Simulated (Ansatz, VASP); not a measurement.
One calculation of Cr, two programs

File INCAR:

```
SYSTEM = Cr
PREC     = Accurate       ! precision mode
ENCUT    = 520            ! plane-wave cutoff, eV
EDIFF    = 1E-6           ! SCF threshold, eV
ISMEAR   = 0              ! smearing method
SIGMA    = 0.15           ! smearing width, eV
LREAL    = .FALSE.        ! projectors in reciprocal space
LASPH    = .TRUE.         ! aspherical terms in the spheres
NELM     = 80             ! most SCF steps
ALGO     = Normal         ! electronic algorithm
ISIF     = 2              ! what is computed and relaxed
LWAVE    = .FALSE.        ! write WAVECAR
LCHARG   = .TRUE.         ! write CHGCAR
GGA      = PE             ! functional
LELF     = .TRUE.         ! ELF
LVHAR    = .TRUE.       
NBANDS   = 12             ! bands
```

The input KPOINTS:

```
Automatic mesh
0
G
  24 24 24
  0 0 0
```

POSCAR

```
Cr
1.0
   -1.3265940000      1.3265940000      1.4419500000
    1.3265940000     -1.3265940000      1.4419500000
    1.3265940000      1.3265940000     -1.4419500000
Cr
1
Direct
    0.0000000000      0.0000000000      0.0000000000
```

Input for Ansatz:

```yaml
crystal:
  lattice:
    - [-1.326594, 1.326594, 1.44195]
    - [1.326594, -1.326594, 1.44195]
    - [1.326594, 1.326594, -1.44195]
  atoms:
    - { symbol: Cr, position: [0.0, 0.0, 0.0] }
basis:
  ecutwfc: 420
kpoints:
  mp_grid: { grid: [24, 24, 24] }
hamiltonian:
  xc: pbe
scf:
  occupations: { method: gaussian, width: 0.15 }
output:
  forces: true
  stress: true
  eigenvalues: true
  write_density: true
  write_potential: true
  elf: true
  volumetric_format: npy
```

Change from the starting cell: strain -0.080 along x and y, +0.000 along z, atoms carried along.

Alike in both runs: task single point; functional PBE; k mesh 24 × 24 × 24; occupations gaussian, width 0.15 eV; no spin polarisation.

```csv
,VASP,Ansatz
version,VASP 6.6.1,Ansatz 0.2.0
potentials or method,"VASP PAW PBE potentials, release 64 (Cr_pv)","scalar-relativistic, plane waves, PAW"
plane-wave cutoff (eV),520,420
valence electrons in the cell,12,14
```

```tsv
	VASP	Ansatz	Ansatz less VASP
gap on the k mesh at the Fermi level (eV)	none	none	-
pressure (GPa)	44.5	45.1	+0.57
largest component of the traceless stress (GPa)	23.72	23.86	+0.140
```

A gap of «none» marks a metal or a gap that the smearing closes. The two sets of potentials don't hold the same shells in valence.

Caveats: so large a pressure means that the cell lies far from this level's equilibrium, or that cutoff or potentials fall short (VASP); the run has no spin polarisation, though such a crystal can be magnetic. Spin polarisation is off, so any magnetic state and its effect on volume and gap are missing.
